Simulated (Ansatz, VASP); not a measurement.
**Two plane-wave programs on BN**

```
CELL_PARAMETERS angstrom
2.55394 0.00000 0.00000
-1.27697 2.21178 0.00000
0.00000 0.00000 4.22685
ATOMIC_POSITIONS crystal
N 0.33333 0.66667 0.12528
N 0.66667 0.33333 0.62528
B 0.33333 0.66667 0.49972
B 0.66667 0.33333 0.99972
```

Measurements of this composition are mostly on another form, of space group No. 194.

Alike in both runs: task single point; functional PBE; k mesh 12 × 12 × 6; occupations gaussian, width 0.023 eV; no spin polarisation.

|  | VASP | Ansatz |
| --- | --- | --- |
| version | VASP 6.6.1 | Ansatz 0.2.0 |
| potentials or method | VASP PAW PBE potentials, release 64 (N, B) | Ansatz PAW |
| plane-wave cutoff (eV) | 520 | 420 |
| valence electrons in the cell | 16 | 16 |

```csv
,VASP,Ansatz,Ansatz less VASP
gap on the k mesh at the Fermi level (eV),5.20,5.21,+0.017
least direct gap on the mesh (eV),8.23,8.24,+0.007
pressure (GPa),0.2,0.0,-0.24
largest component of the traceless stress (GPa),0.52,0.48,-0.036
rms of the force components (eV/Å),0.008,0.009,+0.0012
```

Atom by atom the forces differ by 0.001 eV/Å (rms over components). The functional is the same, so the differences come from potentials, cutoffs and numerics.

Caveats: the pressure holds a Pulay correction of +1.1 GPa for the finite cutoff (Ansatz). A k mesh can miss the band edges.
